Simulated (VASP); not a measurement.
# CdO (Fm-3m) in VASP: further runs

The runs below take CdO through single point, with PBE.

Program: VASP 6.6.1. These are calculated values, not measurements. Logs are shortened: lines on timing, memory, paths and dates and some standing lists are left out, and cuts for length are marked.

**1. The undisturbed crystal**

It takes space group Fm-3m (No. 225, cubic). The conventional cell has a = 4.699 Å, b = 4.699 Å, c = 4.699 Å, α = 90.00°, β = 90.00°, γ = 90.00°. Around Cd (site symmetry m-3m) lie 6 O at 2.35 Å. O (site symmetry m-3m) has 6 Cd at 2.35 Å as nearest neighbours.

**2. Single point, PBE (a relaxed cell with its volume scaled by 1.03)**

INCAR

```
SYSTEM = CdO
PREC = Accurate ; ENCUT = 700
EDIFF = 1E-7 ; ISMEAR = 0
SIGMA = 0.02 ; LREAL = .False.
LASPH = .True. ; NELM = 100
ALGO = Fast ; ISIF = 2
LWAVE = .False. ; LCHARG = .False.
GGA = PE ; NBANDS = 16
```

KPOINTS

```
Automatic mesh
0
Gamma
  12 12 12
  0 0 0
```

POSCAR

```
CdO                                     
1.0
   -0.0000000000      2.4138506792      2.4138506792
    2.4138506792      0.0000000000      2.4138506792
    2.4138506792      2.4138506792     -0.0000000000
  Cd              O             
     1     1
Direct
     0.0000000000000000    0.0000000000000000    0.0000000000000000
     0.5000000000000000    0.5000000000000000    0.5000000000000000
```

Potentials or basis: VASP PAW PBE potentials, release 64 (Cd, O).

On the command line:

```bash
$ cat potpaw_PBE.64/Cd/POTCAR potpaw_PBE.64/O/POTCAR > POTCAR
$ mpirun -np 1 vasp_std > vasp.out
```

OUTCAR:

```text
SYSTEM = CdO
   PREC = Accurate
   ENCUT = 700
   EDIFF = 1E-7
   ISMEAR = 0
   LREAL = .False.
   LASPH = .True.
   NELM = 100
   ISIF = 2
   GGA = PE

 ion  position               nearest neighbor table
   1  0.000  0.000  0.000-   2 2.41   2 2.41   2 2.41   2 2.41   2 2.41   2 2.41
   2  0.500  0.500  0.500-   1 2.41   1 2.41   1 2.41   1 2.41   1 2.41   1 2.41

  LATTYP: Found a face centered cubic cell.
 ALAT       =     4.8277013584

  Lattice vectors:

 A1 = (   0.0000000000,   2.4138506792,   2.4138506792)
 A2 = (   2.4138506792,   0.0000000000,   2.4138506792)
 A3 = (   2.4138506792,   2.4138506792,   0.0000000000)

Analysis of symmetry for initial positions (statically):
=====================================================================
 Subroutine PRICEL returns:
 Original cell was already a primitive cell.

 Routine SETGRP: Setting up the symmetry group for a
 face centered cubic supercell.

 Subroutine GETGRP returns: Found 48 space group operations
 (whereof 48 operations were pure point group operations)
 out of a pool of 48 trial point group operations.

The static configuration has the point symmetry O_h .

Analysis of symmetry for dynamics (positions and initial velocities):
=====================================================================
 Subroutine PRICEL returns:
 Original cell was already a primitive cell.

 Routine SETGRP: Setting up the symmetry group for a
 face centered cubic supercell.

 Subroutine GETGRP returns: Found 48 space group operations
 (whereof 48 operations were pure point group operations)
 out of a pool of 48 trial point group operations.

The dynamic configuration has the point symmetry O_h .

 Subroutine INISYM returns: Found 48 space group operations
 (whereof 48 operations are pure point group operations),
 and found     1 'primitive' translations

----------------------------------------------------------------------------------------

                                     Primitive cell

  volume of cell :      28.1294

  direct lattice vectors                    reciprocal lattice vectors
     0.000000000  2.413850679  2.413850679    -0.207137916  0.207137916  0.207137916
     2.413850679  0.000000000  2.413850679     0.207137916 -0.207137916  0.207137916
     2.413850679  2.413850679  0.000000000     0.207137916  0.207137916 -0.207137916

  length of vectors
     3.413700368  3.413700368  3.413700368     0.358773395  0.358773395  0.358773395

  position of ions in fractional coordinates (direct lattice)
     0.000000000  0.000000000  0.000000000
     0.500000000  0.500000000  0.500000000

  ion indices of the primitive-cell ions
   primitive index   ion index
                 1           1
                 2           2

----------------------------------------------------------------------------------------

 KPOINTS: Automatic mesh

Automatic generation of k-mesh.
 Grid dimensions read from file:
 generate k-points for:   12   12   12

 Generating k-lattice:

  Cartesian coordinates                     Fractional coordinates (reciprocal lattice)
    -0.017261493  0.017261493  0.017261493     0.083333333  0.000000000  0.000000000
     0.017261493 -0.017261493  0.017261493     0.000000000  0.083333333  0.000000000
     0.017261493  0.017261493 -0.017261493     0.000000000  0.000000000  0.083333333

  Length of vectors
     0.029897783  0.029897783  0.029897783

  Shift w.r.t. Gamma in fractional coordinates (k-lattice)
     0.000000000  0.000000000  0.000000000

 Subroutine IBZKPT returns following result:
 ===========================================

 Found     72 irreducible k-points:

 Following reciprocal coordinates:
            Coordinates               Weight
  0.000000  0.000000  0.000000      1.000000
  0.083333  0.000000  0.000000      8.000000
  0.166667  0.000000  0.000000      8.000000
  0.250000  0.000000  0.000000      8.000000
  0.333333  0.000000  0.000000      8.000000
  0.416667  0.000000  0.000000      8.000000
[... 16 lines left out ...]
  0.500000  0.166667  0.000000     24.000000
 -0.416667  0.166667  0.000000     24.000000
 [... further k-points ...]
   k-points           NKPTS =     72   k-points in BZ     NKDIM =     72   number of bands    NBANDS=     16
   number of dos      NEDOS =    301   number of ions     NIONS =      2
   total plane-waves  NPLWV =  27000
   dimension x,y,z NGX =    30 NGY =   30 NGZ =   30
   dimension x,y,z NGXF=    60 NGYF=   60 NGZF=   60
   ions per type =               1   1
   NGX,Y,Z   is equivalent  to a cutoff of  14.61, 14.61, 14.61 a.u.
   NGXF,Y,Z  is equivalent  to a cutoff of  29.22, 29.22, 29.22 a.u.
 SYSTEM =  CdO
   PREC   = accura    normal or accurate (medium, high low for compatibility)
   ISTART =      0    job   : 0-new  1-cont  2-samecut
   ICHARG =      2    charge: 1-file 2-atom 10-const
   ISPIN  =      1    spin polarized calculation?
   LNONCOLLINEAR =      F non collinear calculations
   LSORBIT =      F    spin-orbit coupling
   LASPH  =      T    aspherical Exc in radial PAW
   ENCUT  =  700.0 eV  51.45 Ry    7.17 a.u.   7.36  7.36  7.36*2*pi/ulx,y,z
   NELM   =    100;   NELMIN=  2; NELMDL= -5     # of ELM steps
   EDIFF  = 0.1E-06   stopping-criterion for ELM
   LREAL  =      F    real-space projection
   EDIFFG = 0.1E-05   stopping-criterion for IOM
   NSW    =      0    number of steps for IOM
   IBRION =     -1    ionic relax: 0-MD 1-quasi-New 2-CG
   NFREE  =      0    steps in history (QN), initial steepest desc. (CG)
   ISIF   =      2    stress and relaxation
   ISYM   =      2    0-nonsym 1-usesym 2-fastsym
   POTIM  = 0.5000    time-step for ionic-motion
   TEBEG  =    0.0;   TEEND  =   0.0 temperature during run
   PSTRESS=    0.0 pullay stress
   NELECT =      18.0000    total number of electrons
   NUPDOWN=      -1.0000    fix difference up-down
   EMIN   =  10.00;   EMAX   =-10.00  energy-range for DOS
   EFERMI =   0.00;   METHOD = LEGACY
   ISMEAR =     0;   SIGMA  =   0.02  broadening in eV -4-tet -1-fermi 0-gaus
   EFERMI_NEDOS =   21; number of points for ismear=-14 and -15
   IALGO  =     68    algorithm
   IMIX   =      4    mixing-type and parameters
     AMIX     =   0.40;   BMIX     =  1.00
     AMIX_MAG =   1.60;   BMIX_MAG =  1.00
  volume/ion in A,a.u.               =      14.06        94.91
  Fermi-wavevector in a.u.,A,eV,Ry     =   1.410734  2.665902 27.077929  1.990172
  Thomas-Fermi vector in A             =   2.532658
   LORBIT       =      0    0 simple, 1 ext, 2 COOP (PROOUT), +10 PAW based schemes
   GGA     = PE    functional components
   LHFCALC =     F    Hartree Fock is set to
   AEXX    =    0.0000 exact exchange contribution
   IVDW    =     0    specifies the selected vdW correction
   LEPSILON=     F    determine dielectric tensor
   LRPA    =     F    only Hartree local field effects (RPA)
 non-spin polarized calculation
 RMM-DIIS sequential band-by-band and
 Gauss-broadening in eV      SIGMA  =   0.02
  energy-cutoff  :      700.00
  volume of cell :       28.13
 maximum number of plane-waves:      1243
 NGX is ok and might be reduce to    30
   NGX = 15   NGY = 15   NGZ = 15

 number of electron      18.0000000 magnetization

 Free energy of the ion-electron system (eV)
  ---------------------------------------------------
  ext. energy  EPLUGINS =         0.00000000
  ---------------------------------------------------
  free energy    TOTEN  =        -7.72493004 eV

  energy without entropy =       -7.72490142  energy(sigma->0) =       -7.72491573

 E-fermi :   1.3260     XC(G=0): -11.2475

 val. band max:        1.3092635633   @ k =   0.5000   0.0000   0.0000
 cond. band min:       1.5993692209   @ k =   0.0833   0.0000   0.0000
 fundamental gap:      0.2901056576
 Fermi energy:         1.3259800043

 k-point     1 :       0.0000    0.0000    0.0000
  band No.  band energies     occupation
      1     -15.4978      2.00000
      2      -5.2776      2.00000
      3      -5.2776      2.00000
      4      -5.2776      2.00000
      5      -5.0208      2.00000
      6      -5.0208      2.00000
[... 8 lines left out ...]
     15      18.3682      0.00000
     16      18.3682      0.00000

 k-point     2 :       0.0833    0.0000    0.0000
  band No.  band energies     occupation
      1     -15.4580      2.00000
      2      -5.2970      2.00000
      3      -5.2647      2.00000
      4      -5.2647      2.00000
      5      -5.0578      2.00000
      6      -5.0578      2.00000
[... 8 lines left out ...]
     15      18.8104      0.00000
     16      18.8104      0.00000

 k-point     3 :       0.1667    0.0000    0.0000
  band No.  band energies     occupation
      1     -15.3471      2.00000
      2      -5.3664      2.00000
      3      -5.2900      2.00000
      4      -5.2900      2.00000
      5      -5.0916      2.00000
      6      -5.0916      2.00000
[... 8 lines left out ...]
     15      19.3835      0.00000
     16      19.3835      0.00000

 k-point     4 :       0.2500    0.0000    0.0000
  band No.  band energies     occupation
      1     -15.1899      2.00000
      2      -5.5062      2.00000
      3      -5.4267      2.00000
      4      -5.4267      2.00000
      5      -5.0219      2.00000
      6      -5.0219      2.00000
[... 8 lines left out ...]
     15      20.0883      0.00000
     16      20.0883      0.00000
[... 324 lines left out ...]
 k-point    22 :       0.4167    0.1667    0.0000
  band No.  band energies     occupation
      1     -14.9622      2.00000
      2      -5.6446      2.00000
      3      -5.5522      2.00000
      4      -5.4083      2.00000
      5      -4.9640      2.00000
      6      -4.8079      2.00000
[... 8 lines left out ...]
     15      21.7944      0.00000
     16      23.2043      0.00000

 k-point    23 :       0.5000    0.1667    0.0000
  band No.  band energies     occupation
      1     -14.8803      2.00000
      2      -5.7303      2.00000
      3      -5.5619      2.00000
      4      -5.5290      2.00000
      5      -4.8839      2.00000
      6      -4.7991      2.00000
[... 8 lines left out ...]
     15      21.5409      0.00000
     16      22.5985      0.00000

 k-point    24 :      -0.4167    0.1667    0.0000
  band No.  band energies     occupation
      1     -14.8633      2.00000
      2      -5.7806      2.00000
      3      -5.6019      2.00000
      4      -5.5197      2.00000
      5      -4.8446      2.00000
      6      -4.8231      2.00000
[... 8 lines left out ...]
     15      20.9691      0.00000
     16      21.4706      0.00000

 [... further k-points ...]
[... 5 lines left out ...]
  --------------------------------------------------------------------------------------
  -------------------------------------------------------------------------------------
  Total       -0.6123531     -0.6123531     -0.6123531      0.0000000      0.0000000     -0.0000000
  in kB      -34.8779807    -34.8779807    -34.8779807      0.0000000      0.0000000     -0.0000000
  external PRESSURE =     -34.8779807 kB  Pullay stress =       0.0000000 kB

 VOLUME and BASIS-vectors are now :
 -----------------------------------------------------------------------------
  energy-cutoff  :      700.00
  volume of cell :       28.13
      direct lattice vectors                 reciprocal lattice vectors
     0.000000000  2.413850679  2.413850679    -0.207137916  0.207137916  0.207137916
     2.413850679  0.000000000  2.413850679     0.207137916 -0.207137916  0.207137916
     2.413850679  2.413850679  0.000000000     0.207137916  0.207137916 -0.207137916

 POSITION                                       TOTAL-FORCE (eV/Angst)
 -----------------------------------------------------------------------------------
      0.00000      0.00000      0.00000        -0.000000      0.000000      0.000000
      2.41385      2.41385      2.41385         0.000000     -0.000000     -0.000000
 -----------------------------------------------------------------------------------
    total drift:                                0.000000      0.000000      0.000000

  FREE ENERGIE OF THE ION-ELECTRON SYSTEM (eV)
  ---------------------------------------------------
  free  energy   TOTEN  =        -7.7249300427 eV

  energy  without entropy=       -7.7249014224  energy(sigma->0) =       -7.72491573
```

It took 88 s on 1 thread of AMD EPYC 7R43 (Zen 3), shared host; peak memory 0.16 GiB.

What came out:

```
Free energy            : -7.7249 eV
Pressure               : -3.5 GPa
Band gap on the k mesh : none (metal or under the smearing width)
```

**3. Single point, PBE (a relaxed cell with its volume scaled by 0.94)**

INCAR is that of step 2.

KPOINTS is that of step 2.

POSCAR

```
CdO                                     
1.0
   -0.0000000000      2.3413909971      2.3413909971
    2.3413909971      0.0000000000      2.3413909971
    2.3413909971      2.3413909971     -0.0000000000
  Cd              O             
     1     1
Direct
     0.0000000000000000    0.0000000000000000    0.0000000000000000
     0.5000000000000000    0.5000000000000000    0.5000000000000000
```

Potentials or basis: VASP PAW PBE potentials, release 64 (Cd, O).

On the command line:

```bash
$ cat potpaw_PBE.64/Cd/POTCAR potpaw_PBE.64/O/POTCAR > POTCAR
$ mpirun -np 1 vasp_std > vasp.out
```

Wall time 90 s (1 thread of AMD EPYC 7R43 (Zen 3), shared host); peak memory 0.16 GiB.

It converged, with:

```
Free energy            : -7.6861 eV
Pressure               : 9.1 GPa
Band gap on the k mesh : none (metal or under the smearing width)
```

Levels at points of the mesh, in eV from the Fermi level:
```
           k point  band 6  band 7  band 8  band 9  band 10  band 11  band 12  band 13
(0.00, 0.00, 0.00)   -6.43   -1.39   -1.39   -1.39    -0.42    14.99    17.09    17.09
(0.50, 0.00, 0.00)   -6.17   -3.85   -0.02   -0.02     4.44     7.37    12.00    12.00
(0.50, 0.50, 0.00)   -5.70   -4.42   -2.37   -2.37     3.92     8.59    11.25    13.44
```

**4. Single point, PBE (a relaxed cell with its volume scaled by 1.06)**

INCAR is that of step 3.

KPOINTS is that of step 3.

POSCAR

```
CdO                                     
1.0
   -0.0000000000      2.4370622058      2.4370622058
    2.4370622058      0.0000000000      2.4370622058
    2.4370622058      2.4370622058     -0.0000000000
  Cd              O             
     1     1
Direct
     0.0000000000000000    0.0000000000000000    0.0000000000000000
     0.5000000000000000    0.5000000000000000    0.5000000000000000
```

Potentials or basis: VASP PAW PBE potentials, release 64 (Cd, O).

On the command line:

```bash
$ cat potpaw_PBE.64/Cd/POTCAR potpaw_PBE.64/O/POTCAR > POTCAR
$ mpirun -np 1 vasp_std > vasp.out
```

OUTCAR:

```text
SYSTEM = CdO
   PREC = Accurate
   ENCUT = 700
   EDIFF = 1E-7
   ISMEAR = 0
   LREAL = .False.
   LASPH = .True.
   NELM = 100
   ISIF = 2
   GGA = PE

 ion  position               nearest neighbor table
   1  0.000  0.000  0.000-   2 2.44   2 2.44   2 2.44   2 2.44   2 2.44   2 2.44
   2  0.500  0.500  0.500-   1 2.44   1 2.44   1 2.44   1 2.44   1 2.44   1 2.44

  LATTYP: Found a face centered cubic cell.
 ALAT       =     4.8741244116

  Lattice vectors:

 A1 = (   0.0000000000,   2.4370622058,   2.4370622058)
 A2 = (   2.4370622058,   0.0000000000,   2.4370622058)
 A3 = (   2.4370622058,   2.4370622058,   0.0000000000)

Analysis of symmetry for initial positions (statically):
=====================================================================
 Subroutine PRICEL returns:
 Original cell was already a primitive cell.

 Routine SETGRP: Setting up the symmetry group for a
 face centered cubic supercell.

 Subroutine GETGRP returns: Found 48 space group operations
 (whereof 48 operations were pure point group operations)
 out of a pool of 48 trial point group operations.

The static configuration has the point symmetry O_h .

[... 158 lines left out ...]
  ---------------------------------------------------
  free energy    TOTEN  =        -7.70070675 eV

  energy without entropy =       -7.70067771  energy(sigma->0) =       -7.70069223

 E-fermi :   1.0903     XC(G=0): -11.0913

 val. band max:        1.0734715139   @ k =   0.5000   0.0000   0.0000
 cond. band min:       1.3363211533   @ k =   0.0833   0.0000   0.0000
 fundamental gap:      0.2628496393
 Fermi energy:         1.0903279275

 k-point     1 :       0.0000    0.0000    0.0000
  band No.  band energies     occupation
      1     -15.5587      2.00000
      2      -5.4886      2.00000
      3      -5.4886      2.00000
      4      -5.4886      2.00000
      5      -5.2473      2.00000
      6      -5.2473      2.00000
[... 433 lines left out ...]
      3      -5.7743      2.00000
      4      -5.6972      2.00000
      5      -5.0853      2.00000
      6      -5.0649      2.00000
[... 8 lines left out ...]
     15      20.4155      0.00000
     16      20.9848      0.00000

 [... further k-points ...]
[... 5 lines left out ...]
  --------------------------------------------------------------------------------------
  -------------------------------------------------------------------------------------
  Total       -1.1582020     -1.1582020     -1.1582020      0.0000000      0.0000000     -0.0000000
  in kB      -64.1010370    -64.1010370    -64.1010370      0.0000000      0.0000000     -0.0000000
  external PRESSURE =     -64.1010370 kB  Pullay stress =       0.0000000 kB

 VOLUME and BASIS-vectors are now :
 -----------------------------------------------------------------------------
  energy-cutoff  :      700.00
  volume of cell :       28.95
      direct lattice vectors                 reciprocal lattice vectors
     0.000000000  2.437062206  2.437062206    -0.205165054  0.205165054  0.205165054
     2.437062206  0.000000000  2.437062206     0.205165054 -0.205165054  0.205165054
     2.437062206  2.437062206  0.000000000     0.205165054  0.205165054 -0.205165054

 POSITION                                       TOTAL-FORCE (eV/Angst)
 -----------------------------------------------------------------------------------
      0.00000      0.00000      0.00000        -0.000000     -0.000000     -0.000000
      2.43706      2.43706      2.43706         0.000000      0.000000      0.000000
 -----------------------------------------------------------------------------------
    total drift:                                0.000000      0.000000      0.000000

  FREE ENERGIE OF THE ION-ELECTRON SYSTEM (eV)
  ---------------------------------------------------
  free  energy   TOTEN  =        -7.7007067505 eV

  energy  without entropy=       -7.7006777142  energy(sigma->0) =       -7.70069223
```

OSZICAR:

```text
N       E                     dE             d eps       ncg     rms          rms(c)
DAV:   1     0.135703610107E+03    0.13570E+03   -0.12175E+04  2392   0.144E+03
DAV:   2    -0.497550371612E+01   -0.14068E+03   -0.12628E+03  2584   0.316E+02
DAV:   3    -0.956250698993E+01   -0.45870E+01   -0.45765E+01  2880   0.619E+01
DAV:   4    -0.957609599526E+01   -0.13589E-01   -0.13589E-01  2776   0.321E+00
DAV:   5    -0.957613889264E+01   -0.42897E-04   -0.42897E-04  2976   0.160E-01    0.933E+00
RMM:   6    -0.788865683247E+01    0.16875E+01   -0.37848E+00  2413   0.108E+01    0.811E+00
RMM:   7    -0.772360923176E+01    0.16505E+00   -0.23765E-01  2411   0.356E+00    0.386E+00
RMM:   8    -0.770450631728E+01    0.19103E-01   -0.10094E-01  2502   0.287E+00    0.519E-01
RMM:   9    -0.770081424145E+01    0.36921E-02   -0.38183E-03  2599   0.552E-01    0.192E-01
RMM:  10    -0.770140959012E+01   -0.59535E-03   -0.47374E-03  2643   0.413E-01    0.238E-01
RMM:  11    -0.770072200400E+01    0.68759E-03   -0.71505E-04  2535   0.152E-01    0.545E-02
RMM:  12    -0.770071123402E+01    0.10770E-04   -0.20151E-04  2547   0.938E-02    0.148E-02
RMM:  13    -0.770070677761E+01    0.44564E-05   -0.72314E-06  2523   0.182E-02    0.280E-03
RMM:  14    -0.770070675054E+01    0.27069E-07   -0.93451E-07  2233   0.669E-03
   1 F= -.77007068E+01 E0= -.77006922E+01  d E =-.290363E-04
```

It took 78 s on 1 thread of AMD EPYC 7R43 (Zen 3), shared host; peak memory 0.16 GiB.

Results:

```
Free energy            : -7.7007 eV
Pressure               : -6.4 GPa
Band gap on the k mesh : none (metal or under the smearing width)
```

Levels at points of the mesh, in eV from the Fermi level:
| k point | band 6 | band 7 | band 8 | band 9 | band 10 | band 11 | band 12 | band 13 |
| --- | --- | --- | --- | --- | --- | --- | --- | --- |
| (0.00, 0.00, 0.00) | -6.34 | -0.97 | -0.97 | -0.97 | -0.64 | 14.77 | 16.26 | 16.26 |
| (0.50, 0.00, 0.00) | -6.15 | -3.55 | -0.02 | -0.02 | 4.36 | 6.53 | 11.36 | 11.36 |
| (0.50, 0.50, 0.00) | -5.86 | -3.61 | -1.83 | -1.83 | 3.41 | 8.07 | 10.81 | 12.42 |

(Part 1 of 2 ends here.)
